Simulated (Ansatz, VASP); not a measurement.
## InF in two plane-wave programs

Wanted: the spread between two codes on one cell, functional and k mesh. The cell is generated by rule, not measured, and may not be a known phase. The cell is taken from a series of runs on this material, whose earlier steps may have relaxed, scaled, displaced or heated it; both programs get it as it stands.

Calculated with Ansatz 0.2.0; plane waves, with VASP 6.6.1 beside it; PBEsol.

### 1. Starting point

The structure is orthorhombic, space group Pmma (No. 51). The conventional cell has a = 8.543 Å, b = 3.031 Å, c = 5.417 Å, α = 90.00°, β = 90.00°, γ = 90.00°. Nearest to In lie 4 F at 2.84 Å and 2 In at 3.03 Å. Nearest to In lie 2 F at 2.40 Å. Nearest to F lie 4 In at 2.63 Å and 2 F at 2.68 Å. Nearest to F lie 2 In at 2.40 Å. Farther neighbours and most contacts between anions are not listed.

As a file:

```cif
data_structure
_symmetry_space_group_name_H-M 'Pmma'
_symmetry_Int_Tables_number 51
_cell_length_a 8.5431
_cell_length_b 3.0309
_cell_length_c 5.4169
_cell_angle_alpha 90.000
_cell_angle_beta 90.000
_cell_angle_gamma 90.000
_cell_volume 140.26
loop_
_atom_site_label
_atom_site_type_symbol
_atom_site_symmetry_multiplicity
_atom_site_Wyckoff_symbol
_atom_site_fract_x
_atom_site_fract_y
_atom_site_fract_z
_atom_site_occupancy
In1 In 2 c 0.50000 0.00000 0.50000 1
In2 In 2 e 0.75000 0.00000 0.95560 1
F1 F 2 b 0.50000 0.50000 0.00000 1
F2 F 2 f 0.75000 0.50000 0.29947 1
```

### 2. VASP: relaxation of cell and atoms, PBEsol

The relaxed volume is the usual yardstick between codes: in a stiff, nearly cubic crystal its relative difference is about their pressure difference at one cell divided by the bulk modulus.

Lines of VASP's logs that name or quote its potential files are left out, and so is its time.

File INCAR:

```
SYSTEM = InF
PREC = Accurate
ENCUT = 600
EDIFF = 1E-07
NELM = 120
ISMEAR = 1
SIGMA = 0.2
LREAL = .FALSE.
ALGO = Normal
GGA = PS
NBANDS = 49
LORBIT = 11
LWAVE = .FALSE.
LCHARG = .FALSE.
ISIF = 3
IBRION = 2
NSW = 80
EDIFFG = -0.005
LASPH = .TRUE.
GGA_COMPAT = .FALSE.
NELMIN = 4
KPAR = 2
```

File POSCAR:

```
InF
1.0
    8.5430830000      0.0000000000      0.0000000000
    0.0000000000      3.0309450000      0.0000000000
    0.0000000000      0.0000000000      5.4169090000
In F
4 4
Direct
    0.9999999708      0.0000000000      0.5000000923
    0.2499999708      0.0000000000      0.9556000479
    0.4999999708      0.0000000000      0.5000000923
    0.7499999708      0.0000000000      0.0444001367
    0.9999999708      0.5000000000      0.0000000923
    0.2499999708      0.5000000000      0.2994724482
    0.4999999708      0.5000000000      0.0000000923
    0.7499999708      0.5000000000      0.7005277364
```

File KPOINTS:

```
Automatic mesh
0
Gamma
4 12 8
0 0 0
```

The projector-augmented-wave data sets are In_d and F (PBE family, release 64).

Started as:

```bash
$ mpirun -np 2 vasp_std
```

Numbers of over 12 decimals in the logs are rounded to 6 here.

What it wrote:

```text
[banner, memory and clock lines left out]
running    2 mpi-ranks, on    1 nodes
 distrk:  each k-point on    1 cores,    2 groups
 distr:  one band on    1 cores,    1 groups

 POSCAR found type information on POSCAR InF
 POSCAR found :  2 types and       8 ions
|                                                                             |
|               ----> ADVICE to this user running VASP <----                  |
|                                                                             |
|     You enforced a specific xc type in the INCAR file but a different       |
|     [... a line on the potential file left out ...]
|     I HOPE YOU KNOW WHAT YOU ARE DOING!                                     |
|                                                                             |

 LDA part: xc-table for (Slater+PW92), standard interpolation
 POSCAR, INCAR and KPOINTS ok, starting setup
 FFT: planning ... GRIDC
 FFT: planning ... GRID_SOFT
 FFT: planning ... GRID
 WAVECAR not read
 entering main loop
       N       E                     dE             d eps       ncg     rms          rms(c)
DAV:   1     0.114107060653E+04    0.11411E+04   -0.41084E+04 10402   0.246E+03
DAV:   2     0.191565893369E+03   -0.94950E+03   -0.90441E+03 10690   0.645E+02
DAV:   3    -0.188759473482E+02   -0.21044E+03   -0.19978E+03 12263   0.273E+02
DAV:   4    -0.344710545637E+02   -0.15595E+02   -0.15425E+02 12462   0.791E+01
DAV:   5    -0.349419580379E+02   -0.47090E+00   -0.47020E+00 12379   0.134E+01    0.111E+01
DAV:   6    -0.315234003435E+02    0.34186E+01   -0.12470E+01 13631   0.261E+01    0.823E+00
DAV:   7    -0.314753767302E+02    0.48024E-01   -0.14975E+00 11064   0.642E+00    0.265E+00
DAV:   8    -0.314175847425E+02    0.57792E-01   -0.14327E-01 15379   0.249E+00    0.167E+00
DAV:   9    -0.313870343139E+02    0.30550E-01   -0.43883E-02 15688   0.197E+00    0.419E-01
DAV:  10    -0.313860901455E+02    0.94417E-03   -0.17212E-02 13348   0.981E-01    0.128E-01
DAV:  11    -0.313863000490E+02   -0.20990E-03   -0.92428E-04 12528   0.176E-01    0.944E-02
DAV:  12    -0.313862909644E+02    0.90846E-05   -0.36174E-04 15151   0.110E-01    0.220E-02
DAV:  13    -0.313862902147E+02    0.74968E-06   -0.25684E-05 13040   0.487E-02    0.213E-02
DAV:  14    -0.313862899535E+02    0.26121E-06   -0.36650E-06 13328   0.132E-02    0.856E-03
DAV:  15    -0.313862897536E+02    0.19989E-06   -0.14949E-06 13347   0.106E-02    0.340E-03
DAV:  16    -0.313862896430E+02    0.11059E-06   -0.20908E-07  7069   0.339E-03    0.217E-03
DAV:  17    -0.313862895753E+02    0.67732E-07   -0.16468E-07  6756   0.247E-03
   1 F= -.31386290E+02 E0= -.31386150E+02  d E =-.313863E+02
[...]
2 F= -.31386504E+02 E0= -.31386334E+02  d E =-.214085E-03
[...]
3 F= -.31386585E+02 E0= -.31386373E+02  d E =-.295569E-03
[...]
4 F= -.31386591E+02 E0= -.31386385E+02  d E =-.301211E-03
[...]
5 F= -.31386684E+02 E0= -.31386495E+02  d E =-.934871E-04
 trial-energy change:   -0.000093  1 .order   -0.000103   -0.000156   -0.000049
 step:   1.8192(harm=  1.8192)  dis= 0.00318  next Energy=   -31.386705 (dE=-0.114E-03)
 bond charge predicted
       N       E                     dE             d eps       ncg     rms          rms(c)
DAV:   1    -0.313866428350E+02    0.41529E-04   -0.18088E-02 10538   0.647E-01    0.436E-02
DAV:   2    -0.313866990942E+02   -0.56259E-04   -0.66051E-04 13005   0.177E-01    0.168E-02
DAV:   3    -0.313866976039E+02    0.14902E-05   -0.14908E-05 13181   0.374E-02    0.118E-02
DAV:   4    -0.313866963100E+02    0.12939E-05   -0.40818E-06 13360   0.213E-02    0.411E-03
DAV:   5    -0.313866961643E+02    0.14567E-06   -0.88603E-07 11838   0.716E-03    0.230E-03
DAV:   6    -0.313866961012E+02    0.63121E-07   -0.80987E-08  5340   0.225E-03
   6 F= -.31386696E+02 E0= -.31386514E+02  d E =-.105315E-03
 curvature:  -1.38 expect dE=-0.303E-05 dE for cont linesearch -0.270E-07
 trial: gam=-0.04572 g(F)=  0.762E-06 g(S)=  0.144E-05 ort = 0.193E-05 (trialstep = 0.136E+01)
 search vector abs. value=  0.242E-05
 reached required accuracy - stopping structural energy minimisation
```

From OUTCAR (step 2):

```text
ion  position               nearest neighbor table
   1  1.000  0.000  0.500-   6 2.84   8 2.84   6 2.84   8 2.84   2 3.26   4 3.26   4 3.64   2 3.64

  LATTYP: Found a simple orthorhombic cell.
 ALAT       =     3.0309450000
 B/A-ratio  =     1.7872013514
 C/A-ratio  =     2.8186202653

 Subroutine GETGRP returns: Found  8 space group operations
 (whereof  4 operations were pure point group operations)

The static configuration has the point symmetry C_2h.
 The point group associated with its full space group is D_2h.

 Found    105 irreducible k-points:

   k-points           NKPTS =    105   k-points in BZ     NKDIM =    105   number of bands    NBANDS=     49

   dimension x,y,z NGX =    70 NGY =   24 NGZ =   48
   dimension x,y,z NGXF=   140 NGYF=   48 NGZF=   96

   ENCUT  =  600.0 eV  44.10 Ry    6.64 a.u.  17.06  6.05 10.82*2*pi/ulx,y,z

   NELECT =      80.0000    total number of electrons

 k-points in reciprocal lattice and weights: Automatic mesh
   0.00000000  0.00000000  0.00000000       0.003
   0.25000000  0.00000000  0.00000000       0.005
   0.50000000  0.00000000  0.00000000       0.003
   0.00000000  0.08333333  0.00000000       0.005
   0.25000000  0.08333333  0.00000000       0.010
   0.50000000  0.08333333  0.00000000       0.005
   0.00000000  0.16666667  0.00000000       0.005
   0.25000000  0.16666667  0.00000000       0.010
   0.50000000  0.16666667  0.00000000       0.005
[...]
0.25000000  0.50000000  0.50000000       0.005
   0.50000000  0.50000000  0.50000000       0.003

 average (electrostatic) potential at core
       1 -95.3443       2 -95.0856       3 -95.3443       4 -95.0856       5 -73.4078
       6 -74.0430       7 -73.4078       8 -74.0430

 E-fermi :   5.8119

 k-point     1 :       0.0000    0.0000    0.0000
  band No.  band energies     occupation
    ...
     36       1.9320      2.00000
     37       1.9994      2.00000
     38       2.5998      2.00000
     39       3.6276      2.00000
     40       3.7840      2.00000
     41       7.4696     -0.00000
     42       7.7589     -0.00000
     43       8.6937     -0.00000
     44       8.8513     -0.00000
     45       8.9706     -0.00000
    ...

 k-point     2 :       0.2500    0.0000    0.0000
  band No.  band energies     occupation
    ...
     36       1.9416      2.00000
     37       1.9893      2.00000
     38       2.5010      2.00000
     39       3.6954      2.00000
     40       3.8052      2.00000
     41       7.4368     -0.00000
     42       7.5190     -0.00000
     43       8.3477     -0.00000
     44       9.0877     -0.00000
     45       9.8503      0.00000
    ...

 k-point     3 :       0.5000    0.0000    0.0000
  band No.  band energies     occupation
    ...
     36       1.9651      2.00000
     37       2.1927      2.00000
     38       2.1927      2.00000
     39       3.7954      2.00000
     40       3.7954      2.00000
     41       7.3504     -0.00000
     42       7.3504     -0.00000
     43       8.6572     -0.00000
     44       8.6572     -0.00000
     45      10.7616      0.00000
    ...

  Total        0.0098000      0.0118607      0.0016044      0.0000000      0.0000000     -0.0000000
  in kB        0.1123582      0.1359836      0.0183947      0.0000000      0.0000000     -0.0000000
  external PRESSURE =       0.0889122 kB  Pullay stress =       0.0000000 kB

  energy-cutoff  :      600.00
  volume of cell :      139.74
      direct lattice vectors                 reciprocal lattice vectors
     8.527122417  0.000000000  0.000000000     0.117272856  0.000000000  0.000000000
     0.000000000  3.027797798  0.000000000     0.000000000  0.330273045  0.000000000
    -0.000000000  0.000000000  5.412579006     0.000000000  0.000000000  0.184754809

 POSITION                                       TOTAL-FORCE (eV/Angst)
 -----------------------------------------------------------------------------------
      8.52712      0.00000      2.70629         0.000000      0.000000      0.000000
      2.13178      0.00000      5.16637        -0.000000      0.000000      0.001205
      4.26356      0.00000      2.70629         0.000000      0.000000      0.000000
      6.39534      0.00000      0.24621         0.000000      0.000000     -0.001205
      8.52712      1.51390      0.00000        -0.000000      0.000000      0.000000
      2.13178      1.51390      1.62519        -0.000000     -0.000000      0.002538
      4.26356      1.51390      0.00000        -0.000000      0.000000      0.000000
      6.39534      1.51390      3.78739         0.000000      0.000000     -0.002538
 -----------------------------------------------------------------------------------
    total drift:                                0.000316      0.000000     -0.001584

  FREE ENERGIE OF THE ION-ELECTRON SYSTEM (eV)
  ---------------------------------------------------
  free  energy   TOTEN  =       -31.3866961012 eV

  energy  without entropy=      -31.3861505892  energy(sigma->0) =      -31.38651426

 reached required accuracy - stopping structural energy minimisation

 total charge
# of ion       s       p       d       tot
------------------------------------------
    1        1.113   0.264   9.856  11.232
    2        1.024   0.315   9.887  11.226
    3        1.113   0.264   9.856  11.232
    4        1.024   0.315   9.887  11.226
    5        1.740   4.280   0.000   6.020
    6        1.741   4.283   0.000   6.025
    7        1.740   4.280   0.000   6.020
    8        1.741   4.283   0.000   6.025
--------------------------------------------------
tot         11.236  18.285  39.486  69.007

[... 3 further parts left out ...]
```

CONTCAR:

```
InF
   1.00000000000000
     8.5271224172808768    0.0000000000000000    0.0000000000000000
     0.0000000000000000    3.0277977983322910    0.0000000000000000
    -0.0000000000000000    0.0000000000000000    5.4125790056674257
  In              F
     4     4
Direct
     0.9999999707999976    0.0000000000000000    0.5000000922999988
     0.2499999707999976    0.0000000000000000    0.9545109852903810
     0.4999999707999976    0.0000000000000000    0.5000000922999988
     0.7499999707999976    0.0000000000000000    0.0454891993096165
     0.9999999707999976    0.5000000000000000    0.0000000922999988
     0.2499999707999976    0.5000000000000000    0.3002622574831714
     0.4999999707999976    0.5000000000000000    0.0000000922999988
     0.7499999707999976    0.5000000000000000    0.6997379271168261
```

(Part 1 of 2 ends here.)

[Lines on the potential files, build, host, timing and source positions are cut from VASP's logs without a mark.]

[Logs are printed without paths, hosts, clocks, repeated set-up lines and the standing remarks that a program may print on its own settings, such as how far it seeks lower states.]

[Hosts, paths, dates, database ids (printed as entryN), source tags and the programs' standing remarks are cut or masked in the printed files.]
